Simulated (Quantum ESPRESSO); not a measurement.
# black arsenene, 1 layer: a series in strain along the second axis, part 2 of 6

What law, if any, do the results for black arsenene, 1 layer follow against strain along the second axis?

Quantum ESPRESSO 7.5; plane-wave DFT, PBE, GBRV ultrasoft pseudopotentials.

So far. Step 2 (Relaxing cell and ions of the reference):  The last row is no step: it is a fresh SCF in the final cell with a new plane-wave basis, -0 meV from the row before.

## 3. Relaxing the ions, -4 %

Contents of m0.relax.in:

```
&control
  prefix = 'm0.relax'
  outdir = './out'
  pseudo_dir = './pseudo'
  nstep = 40
  forc_conv_thr = 0.0003
  calculation = 'relax'
  tstress = .true.
/
&system
  ibrav = 0
  nat = 4
  ntyp = 1
  ecutwfc = 50
  ecutrho = 250
  occupations = 'smearing'
  smearing = 'fd'
  degauss = 0.002
/
&electrons
  conv_thr = 1e-09
  mixing_beta = 0.4
  electron_maxstep = 120
  mixing_mode = 'plain'
/
&ions
/
ATOMIC_SPECIES
  As  74.9216  as_pbe_v1.uspp.F.UPF
CELL_PARAMETERS angstrom
  4.75588071800000 0.00000000000000 0.00000000000000
  0.00000000000000 3.54444591456000 0.00000000000000
  0.00000000000000 0.00000000000000 17.48000000000000
ATOMIC_POSITIONS crystal
  As  0.070991666800 0.000000000000 0.431291237100
  As  0.429148043300 0.500000000000 0.431282668500
  As  0.570851956700 0.500000000000 0.568717331500
  As  0.929008333200 0.000000000000 0.568708762900
K_POINTS automatic
  8 8 1 0 0 0
```

Started as:

```
> OMP_NUM_THREADS=1 mpirun -n 4 pw.x -nk 4 -in m0.relax.in > m0.relax.out
```

The log of the run:

```text
[banner, memory and clock lines left out]
Program PWSCF v.7.5 starts
[citation notice left out]

[...]
Message from routine setup:
[...]
bravais-lattice index     =            0
     lattice parameter (alat)  =       8.9873  a.u.
     unit-cell volume          =    1988.4622 (a.u.)^3
     number of atoms/cell      =            4
     number of atomic types    =            1
     number of electrons       =        20.00
     number of Kohn-Sham states=           14
     kinetic-energy cutoff     =      50.0000  Ry
     charge density cutoff     =     250.0000  Ry
     scf convergence threshold =      1.0E-09
     mixing beta               =       0.4000
     number of iterations used =            8  plain     mixing
     energy convergence thresh.=      1.0E-04
     force convergence thresh. =      3.0E-04
     Exchange-correlation= SLA  PW   PBE  PBE
                           (   1   4   3   4   0   0   0)
     nstep                     =           40

[...]
PseudoPot. # 1 for As read from file:
     ./pseudo/as_pbe_v1.uspp.F.UPF
     Pseudo is Ultrasoft + core correction, Zval =  5.0
     Generated by new atomic code, or converted to UPF format
     Using radial grid of  875 points,  6 beta functions with:
                l(1) =   0
                l(2) =   0
                l(3) =   1
                l(4) =   1
                l(5) =   2
                l(6) =   2
     Q(r) pseudized with  8 coefficients,  rinner =    1.300   1.300   1.300
                                                       1.300   1.300

     atomic species   valence    mass     pseudopotential
     As                5.00    74.92160     As( 1.00)

      4 Sym. Ops., with inversion, found

[...]
number of k points=    25  Fermi-Dirac smearing, width (Ry)=  0.0020
[...]
Dense  grid:   132755 G-vectors     FFT dimensions: (  45,  36, 180)

     Smooth grid:    94927 G-vectors     FFT dimensions: (  45,  32, 150)

     Initial potential from superposition of free atoms

     starting charge      19.9990, renormalised to      20.0000

     negative rho (up, down):  1.295E-04 0.000E+00
     Starting wfcs are   16 randomized atomic wfcs

     per-process dynamical memory:    95.0 Mb

     Self-consistent Calculation

     iteration #  1     ecut=    50.00 Ry     beta= 0.40
     Davidson diagonalization with overlap
     ethr =  1.00E-02,  avg # of iterations =  2.1

     Threshold (ethr) on eigenvalues was too large:
     Diagonalizing with lowered threshold

     Davidson diagonalization with overlap
     ethr =  2.14E-04,  avg # of iterations =  2.9

     negative rho (up, down):  2.477E-05 0.000E+00

     total energy              =    -161.07089956 Ry
     estimated scf accuracy    <       0.04271542 Ry

     iteration #  2     ecut=    50.00 Ry     beta= 0.40
[...]
negative rho (up, down):  6.724E-05 0.000E+00

[...]
total energy              =    -161.06966109 Ry
     estimated scf accuracy    <       0.01283215 Ry

     iteration #  3     ecut=    50.00 Ry     beta= 0.40
[...]
negative rho (up, down):  9.356E-05 0.000E+00

[...]
total energy              =    -161.07071416 Ry
     estimated scf accuracy    <       0.00027771 Ry

     iteration #  4     ecut=    50.00 Ry     beta= 0.40
[...]
negative rho (up, down):  1.140E-04 0.000E+00

[...]
total energy              =    -161.07098565 Ry
     estimated scf accuracy    <       0.00007138 Ry

     iteration #  5     ecut=    50.00 Ry     beta= 0.40
[...]
negative rho (up, down):  1.262E-04 0.000E+00

[...]
total energy              =    -161.07098872 Ry
     estimated scf accuracy    <       0.00003098 Ry

     iteration #  6     ecut=    50.00 Ry     beta= 0.40
[...]
negative rho (up, down):  1.351E-04 0.000E+00

[...]
total energy              =    -161.07099408 Ry
     estimated scf accuracy    <       0.00000371 Ry

     iteration #  7     ecut=    50.00 Ry     beta= 0.40
[...]
negative rho (up, down):  1.402E-04 0.000E+00

[...]
total energy              =    -161.07099749 Ry
     estimated scf accuracy    <       0.00000142 Ry

     iteration #  8     ecut=    50.00 Ry     beta= 0.40
[...]
negative rho (up, down):  1.435E-04 0.000E+00

[...]
total energy              =    -161.07099790 Ry
     estimated scf accuracy    <       0.00000001 Ry

     iteration #  9     ecut=    50.00 Ry     beta= 0.40
[...]
negative rho (up, down):  1.455E-04 0.000E+00

[...]
total energy              =    -161.07099796 Ry
     estimated scf accuracy    <       0.00000006 Ry

     iteration # 10     ecut=    50.00 Ry     beta= 0.40
[...]
negative rho (up, down):  1.468E-04 0.000E+00

[...]
total energy              =    -161.07099796 Ry
     estimated scf accuracy    <          6.8E-09 Ry

     iteration # 11     ecut=    50.00 Ry     beta= 0.40
[...]
negative rho (up, down):  1.487E-04 0.000E+00

[...]
End of self-consistent calculation

          k = 0.0000 0.0000 0.0000 ( 11897 PWs)   bands (ev):

   -15.4196 -13.3893 -10.3628  -7.3058  -6.0065  -5.1239  -3.5780  -2.9839
    -2.0728  -1.2428  -0.5994   1.2315   1.7932   2.3630

          k = 0.0000 0.1677 0.0000 ( 11917 PWs)   bands (ev):

   -15.2567 -13.2170 -10.4898  -7.4956  -5.8637  -4.9733  -4.3026  -2.8788
    -2.8334  -1.3350  -0.4417   1.4212   2.4694   2.5415

[...]
the Fermi energy is    -0.8823 ev

!    total energy              =    -161.07099797 Ry
     estimated scf accuracy    <          8.3E-11 Ry
     smearing contrib. (-TS)   =      -0.00000005 Ry
     internal energy E=F+TS    =    -161.07099793 Ry

     The total energy is F=E-TS. E is the sum of the following terms:
     one-electron contribution =    -236.36513053 Ry
     hartree contribution      =     122.74805764 Ry
     xc contribution           =    -126.11936534 Ry
     ewald contribution        =      78.66544030 Ry

     convergence has been achieved in  11 iterations

     negative rho (up, down):  1.487E-04 0.000E+00

     Forces acting on atoms (cartesian axes, Ry/au):

     atom    1 type  1   force =    -0.00803292   -0.00000000   -0.00240233
     atom    2 type  1   force =     0.00794778   -0.00000000   -0.00228941
     atom    3 type  1   force =    -0.00794778   -0.00000000    0.00228941
     atom    4 type  1   force =     0.00803292   -0.00000000    0.00240233

     Total force =     0.016656     Total SCF correction =     0.000015

     Computing stress (Cartesian axis) and pressure

     negative rho (up, down):  1.487E-04 0.000E+00
          total   stress  (Ry/bohr**3)                   (kbar)     P=        9.71
   0.00005982   0.00000000   0.00000022            8.80        0.00        0.03
   0.00000000   0.00012810   0.00000000            0.00       18.84        0.00
   0.00000022   0.00000000   0.00001000            0.03        0.00        1.47

     BFGS Geometry Optimization
     Energy error            =      2.8E-04 Ry
     Gradient error          =      8.0E-03 Ry/Bohr

     number of scf cycles    =   1
     number of bfgs steps    =   0

     energy             new  =    -161.0709979737 Ry

     new trust radius        =       0.0083844443 bohr
     new conv_thr            =       0.0000000010 Ry

ATOMIC_POSITIONS (crystal)
As               0.0700978606       -0.0000000000        0.4312185107
As               0.4300323768        0.5000000000        0.4312133605
As               0.5699676232        0.5000000000        0.5687866395
As               0.9299021394       -0.0000000000        0.5687814893

[...]
NEW-OLD atomic charge density approx. for the potential

     negative rho (up, down):  1.482E-04 0.000E+00

     per-process dynamical memory:   101.7 Mb

[...]
!    total energy              =    -161.07122585 Ry
[...]
Total force =     0.010756     Total SCF correction =     0.000004
[...]
number of bfgs steps    =   1
[...]
energy             new  =    -161.0712258509 Ry
[...]
new trust radius        =       0.0092228888 bohr
[...]
!    total energy              =    -161.07136497 Ry
[...]
Total force =     0.004579     Total SCF correction =     0.000005
[...]
number of bfgs steps    =   2
[...]
energy             new  =    -161.0713649673 Ry
[...]
new trust radius        =       0.0067880569 bohr
[...]
!    total energy              =    -161.07139670 Ry
[...]
Total force =     0.001070     Total SCF correction =     0.000005
[...]
number of bfgs steps    =   3
[...]
energy             new  =    -161.0713967034 Ry
[...]
new trust radius        =       0.0006473315 bohr
[...]
!    total energy              =    -161.07139774 Ry
[...]
Total force =     0.000765     Total SCF correction =     0.000001
[...]
number of bfgs steps    =   4
[...]
energy             new  =    -161.0713977366 Ry
[...]
new trust radius        =       0.0007120646 bohr
[...]
Self-consistent Calculation

     iteration #  1     ecut=    50.00 Ry     beta= 0.40
     Davidson diagonalization with overlap
     ethr =  1.00E-06,  avg # of iterations =  2.0

     Threshold (ethr) on eigenvalues was too large:
     Diagonalizing with lowered threshold

     Davidson diagonalization with overlap
     ethr =  1.49E-10,  avg # of iterations =  7.3

     negative rho (up, down):  1.491E-04 0.000E+00

     total energy              =    -161.07139850 Ry
     estimated scf accuracy    <       0.00000002 Ry

[...]
iteration #  5     ecut=    50.00 Ry     beta= 0.40
[...]
negative rho (up, down):  1.492E-04 0.000E+00

[...]
End of self-consistent calculation

          k = 0.0000 0.0000 0.0000 ( 11897 PWs)   bands (ev):

   -15.3366 -13.2984 -10.3591  -7.3468  -5.9528  -5.1366  -3.4738  -3.0212
    -1.9606  -1.2711  -0.5919   1.3485   1.8855   2.3471

          k = 0.0000 0.1677 0.0000 ( 11917 PWs)   bands (ev):

   -15.1746 -13.1271 -10.4816  -7.5261  -5.8097  -4.9848  -4.1971  -2.9109
    -2.7233  -1.3594  -0.4337   1.4059   2.5679   2.5683

[...]
the Fermi energy is    -0.8687 ev

!    total energy              =    -161.07139850 Ry
     estimated scf accuracy    <          8.0E-12 Ry
     smearing contrib. (-TS)   =      -0.00000006 Ry
     internal energy E=F+TS    =    -161.07139845 Ry

     The total energy is F=E-TS. E is the sum of the following terms:
     one-electron contribution =    -235.64547099 Ry
     hartree contribution      =     122.40306130 Ry
     xc contribution           =    -126.09444025 Ry
     ewald contribution        =      78.26545149 Ry

     convergence has been achieved in   5 iterations

     negative rho (up, down):  1.492E-04 0.000E+00

     Forces acting on atoms (cartesian axes, Ry/au):

     atom    1 type  1   force =     0.00007489    0.00000000   -0.00015245
     atom    2 type  1   force =    -0.00011896   -0.00000000   -0.00015559
     atom    3 type  1   force =     0.00011896   -0.00000000    0.00015559
     atom    4 type  1   force =    -0.00007489    0.00000000    0.00015245

     Total force =     0.000367     Total SCF correction =     0.000005

     Computing stress (Cartesian axis) and pressure

     negative rho (up, down):  1.492E-04 0.000E+00
          total   stress  (Ry/bohr**3)                   (kbar)     P=        7.43
   0.00003349   0.00000000   0.00000012            4.93        0.00        0.02
   0.00000000   0.00011793   0.00000000            0.00       17.35        0.00
   0.00000012   0.00000000   0.00000002            0.02        0.00        0.00

     Energy error            =      7.7E-07 Ry
     Gradient error          =      1.6E-04 Ry/Bohr

     bfgs converged in   6 scf cycles and   5 bfgs steps
     (criteria: energy <  1.0E-04 Ry, force <  3.0E-04 Ry/Bohr)

     End of BFGS Geometry Optimization

     Final energy             =    -161.0713985046 Ry

     File ./out/m0.relax.bfgs deleted, as requested
Begin final coordinates

ATOMIC_POSITIONS (crystal)
As               0.0684695523        0.0000000000        0.4309855342
As               0.4316116337        0.5000000000        0.4309867989
As               0.5683883663        0.5000000000        0.5690132011
As               0.9315304477        0.0000000000        0.5690144658
End final coordinates

[...]
```

The job ended after 2.3 min (4 MPI ranks of Arm Neoverse V1, shared host; peak memory 0.87 GiB; 9.2 min of CPU time).

Relaxation path:

```
step  energy less that of the first step (eV)  largest force (eV/Å)
   1                                   0.0000                0.2156
   2                                  -0.0031                0.1395
   3                                  -0.0050                0.0598
   4                                  -0.0054                0.0140
   5                                  -0.0054                0.0102
   6                                  -0.0054                0.0050
```

The atoms that moved most (Å):

```
atom      dx     dy      dz  length
 As4   0.012  0.000   0.005   0.013
 As1  -0.012  0.000  -0.005   0.013
 As2   0.012  0.000  -0.005   0.013
 As3  -0.012  0.000   0.005   0.013
```

The relaxed structure:

```cif
data_structure
_symmetry_space_group_name_H-M 'P 1'
_symmetry_Int_Tables_number 1
_cell_length_a 4.7559
_cell_length_b 3.5444
_cell_length_c 17.4800
_cell_angle_alpha 90.000
_cell_angle_beta 90.000
_cell_angle_gamma 90.000
_cell_volume 294.66
loop_
_atom_site_label
_atom_site_type_symbol
_atom_site_fract_x
_atom_site_fract_y
_atom_site_fract_z
_atom_site_occupancy
As1 As 0.06847 0.00000 0.43099 1
As2 As 0.43161 0.50000 0.43099 1
As3 As 0.56839 0.50000 0.56901 1
As4 As 0.93153 0.00000 0.56901 1
```

The relaxation lowers the energy by 1 meV an atom.

Read from the output:

| Quantity | Value |
| --- | --- |
| free energy | -2191.4880 eV |
| Fermi energy | -0.8687 eV |

## 4. Self-consistent run, -4 %

The self-consistent run of this member.

Contents of m0.scf.in:

```
&control
  prefix = 'm0.scf'
  outdir = './out'
  pseudo_dir = './pseudo'
  calculation = 'scf'
  tprnfor = .true.
/
&system
  ibrav = 0
  nat = 4
  ntyp = 1
  ecutwfc = 40
  ecutrho = 200
  occupations = 'smearing'
  smearing = 'fd'
  degauss = 0.002
  nbnd = 14
/
&electrons
  conv_thr = 1e-09
  mixing_beta = 0.4
  electron_maxstep = 120
  mixing_mode = 'plain'
/
ATOMIC_SPECIES
  As  74.9216  as_pbe_v1.uspp.F.UPF
CELL_PARAMETERS angstrom
  4.75588071800000 0.00000000000000 0.00000000000000
  0.00000000000000 3.54444591456000 0.00000000000000
  0.00000000000000 0.00000000000000 17.48000000000000
ATOMIC_POSITIONS crystal
  As  0.068469552300 0.000000000000 0.430985534200
  As  0.431611633700 0.500000000000 0.430986798900
  As  0.568388366300 0.500000000000 0.569013201100
  As  0.931530447700 0.000000000000 0.569014465800
K_POINTS automatic
  8 8 1 0 0 0
```

Started as:

```
> OMP_NUM_THREADS=1 mpirun -n 4 pw.x -nk 4 -in m0.scf.in > m0.scf.out
```

The log of the run:

```text
[banner, memory and clock lines left out]
Program PWSCF v.7.5 starts
[citation notice left out]

[...]
Message from routine setup:
[...]
bravais-lattice index     =            0
     lattice parameter (alat)  =       8.9873  a.u.
     unit-cell volume          =    1988.4622 (a.u.)^3
     number of atoms/cell      =            4
     number of atomic types    =            1
     number of electrons       =        20.00
     number of Kohn-Sham states=           14
     kinetic-energy cutoff     =      40.0000  Ry
     charge density cutoff     =     200.0000  Ry
     scf convergence threshold =      1.0E-09
     mixing beta               =       0.4000
     number of iterations used =            8  plain     mixing
     Exchange-correlation= SLA  PW   PBE  PBE
                           (   1   4   3   4   0   0   0)

[...]
PseudoPot. # 1 for As read from file:
     ./pseudo/as_pbe_v1.uspp.F.UPF
     Pseudo is Ultrasoft + core correction, Zval =  5.0
     Generated by new atomic code, or converted to UPF format
     Using radial grid of  875 points,  6 beta functions with:
                l(1) =   0
                l(2) =   0
                l(3) =   1
                l(4) =   1
                l(5) =   2
                l(6) =   2
     Q(r) pseudized with  8 coefficients,  rinner =    1.300   1.300   1.300
                                                       1.300   1.300

     atomic species   valence    mass     pseudopotential
     As                5.00    74.92160     As( 1.00)

      4 Sym. Ops., with inversion, found

[...]
number of k points=    25  Fermi-Dirac smearing, width (Ry)=  0.0020
[...]
Dense  grid:    94927 G-vectors     FFT dimensions: (  45,  32, 150)

     Smooth grid:    67991 G-vectors     FFT dimensions: (  40,  27, 135)

     Initial potential from superposition of free atoms

     starting charge      19.9990, renormalised to      20.0000

     negative rho (up, down):  1.562E-04 0.000E+00
     Starting wfcs are   16 randomized atomic wfcs

     per-process dynamical memory:    69.9 Mb

     Self-consistent Calculation

     iteration #  1     ecut=    40.00 Ry     beta= 0.40
     Davidson diagonalization with overlap
     ethr =  1.00E-02,  avg # of iterations =  2.1

     Threshold (ethr) on eigenvalues was too large:
     Diagonalizing with lowered threshold

     Davidson diagonalization with overlap
     ethr =  2.08E-04,  avg # of iterations =  2.8

     negative rho (up, down):  2.358E-04 0.000E+00

     total energy              =    -161.07119259 Ry
     estimated scf accuracy    <       0.04194509 Ry

     iteration #  2     ecut=    40.00 Ry     beta= 0.40
[...]
negative rho (up, down):  3.378E-04 0.000E+00

[...]
total energy              =    -161.06997855 Ry
     estimated scf accuracy    <       0.01254315 Ry

     iteration #  3     ecut=    40.00 Ry     beta= 0.40
[...]
negative rho (up, down):  3.542E-04 0.000E+00

[...]
total energy              =    -161.07086286 Ry
     estimated scf accuracy    <       0.00028035 Ry

     iteration #  4     ecut=    40.00 Ry     beta= 0.40
[...]
negative rho (up, down):  3.618E-04 0.000E+00

[...]
total energy              =    -161.07104665 Ry
     estimated scf accuracy    <       0.00005794 Ry

     iteration #  5     ecut=    40.00 Ry     beta= 0.40
[...]
negative rho (up, down):  3.662E-04 0.000E+00

[...]
total energy              =    -161.07106061 Ry
     estimated scf accuracy    <       0.00001628 Ry

     iteration #  6     ecut=    40.00 Ry     beta= 0.40
[...]
negative rho (up, down):  3.710E-04 0.000E+00

[...]
total energy              =    -161.07106407 Ry
     estimated scf accuracy    <       0.00000370 Ry

     iteration #  7     ecut=    40.00 Ry     beta= 0.40
[...]
negative rho (up, down):  3.736E-04 0.000E+00

[...]
total energy              =    -161.07106574 Ry
     estimated scf accuracy    <       0.00000109 Ry

     iteration #  8     ecut=    40.00 Ry     beta= 0.40
[...]
negative rho (up, down):  3.759E-04 0.000E+00

[...]
total energy              =    -161.07106596 Ry
     estimated scf accuracy    <       0.00000007 Ry

     iteration #  9     ecut=    40.00 Ry     beta= 0.40
[...]
negative rho (up, down):  3.772E-04 0.000E+00

[...]
total energy              =    -161.07106602 Ry
     estimated scf accuracy    <          1.3E-09 Ry

     iteration # 10     ecut=    40.00 Ry     beta= 0.40
[...]
negative rho (up, down):  3.793E-04 0.000E+00

[...]
End of self-consistent calculation

          k = 0.0000 0.0000 0.0000 (  8485 PWs)   bands (ev):

   -15.3373 -13.2986 -10.3589  -7.3460  -5.9529  -5.1364  -3.4741  -3.0209
    -1.9608  -1.2705  -0.5917   1.3480   1.8849   2.3471

          k = 0.0000 0.1677 0.0000 (  8477 PWs)   bands (ev):

   -15.1752 -13.1273 -10.4815  -7.5253  -5.8099  -4.9846  -4.1973  -2.9105
    -2.7234  -1.3589  -0.4335   1.4059   2.5674   2.5679

[...]
the Fermi energy is    -0.8683 ev

!    total energy              =    -161.07106603 Ry
     estimated scf accuracy    <          8.6E-10 Ry
     smearing contrib. (-TS)   =      -0.00000006 Ry
     internal energy E=F+TS    =    -161.07106597 Ry

     The total energy is F=E-TS. E is the sum of the following terms:
     one-electron contribution =    -235.64160933 Ry
     hartree contribution      =     122.40229969 Ry
     xc contribution           =    -126.09720778 Ry
     ewald contribution        =      78.26545145 Ry

     convergence has been achieved in  10 iterations

     negative rho (up, down):  3.793E-04 0.000E+00

     Forces acting on atoms (cartesian axes, Ry/au):

     atom    1 type  1   force =    -0.00005057    0.00000000   -0.00024979
     atom    2 type  1   force =     0.00000530   -0.00000000   -0.00025319
     atom    3 type  1   force =    -0.00000530   -0.00000000    0.00025319
     atom    4 type  1   force =     0.00005057    0.00000000    0.00024979

     Total force =     0.000508     Total SCF correction =     0.000045

[...]
```

Run time: 24 s. Hardware: 4 MPI ranks; peak memory 0.65 GiB.

This step gave:

| Quantity | Value |
| --- | --- |
| free energy | -2191.4835 eV |
| Fermi energy | -0.8683 eV |
| valence top, on the run's zero | -1.164 eV |
| conduction bottom, on the run's zero | -0.5917 eV |
| gap by band count | 0.5722 eV |

(Part 2 of 6 ends here.)

[Logs are printed without paths, hosts, clocks, repeated set-up lines and the standing remarks that a program may print on its own settings, such as how far it seeks lower states.]

[Hosts, paths, dates, database ids (printed as entryN), source tags and the programs' standing remarks are cut or masked in the printed files.]

[Maps of the electrostatic potential energy from Ansatz leave out the sawtooth potential of an applied field or a dipole correction, so their vacuum need not be flat; planar profiles and work functions include it.]
